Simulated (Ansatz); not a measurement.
Se: stiffness from a series of strains

```yaml
crystal:
  lattice:
    - [4.35517, 0.00000, 0.00000]
    - [-2.17758, 3.77169, 0.00000]
    - [0.00000, 0.00000, 4.94945]
  atoms:
    - { symbol: Se, position: [0.21700, 0.00000, 0.16667] }
    - { symbol: Se, position: [0.00000, 0.21700, 0.83333] }
    - { symbol: Se, position: [0.78300, 0.78300, 0.50000] }
```

Atoms are numbered in the order listed.

The cell comes from COD entry 9008579, which wasn't checked; take it as a given geometry.

Level of theory: DFT, PBEsol, all-electron LAPW, scalar-relativistic (Ansatz 0.2.0).

Numerical set-up: a Γ-centred 8×8×6 k mesh, Fermi–Dirac smearing of 0.02 eV, basis error target 1 meV/atom, no spin polarisation.

The strain is applied along the Cartesian axes of the cell as listed (γ is the engineering shear, twice εxy = εyz = εzx). Fractional coordinates are held (clamped ions).

σ is the change of stress from the unstrained cell, which is at 2.88 GPa; tension is positive, so slopes are stress–strain coefficients at that pressure.

Only quantities that a quadratic follows smoothly over the whole series are listed; rougher ones are left out.

| γ | σxy (GPa) | σyz (GPa) |
| --- | --- | --- |
| -0.0200 | 0.22 | -1.10 |
| 0.0000 | 0.00 | 0.00 |
| 0.0100 | -0.11 | 0.53 |
| 0.0200 | -0.23 | 1.06 |

Problem. Fit the series and read off the stiffness at zero strain.

Solution. Least-squares fits y = p0 + p1 x + p2 x² to the rows give σxy (GPa): p1 = -11.2, p2 = -16; σyz (GPa): p1 = 54, p2 = -45.

Problem. One run, at γ = -0.0100, is withheld. Predict its row.

Solution. The fits give 0.11, -0.55; the run gave 0.11, -0.54.
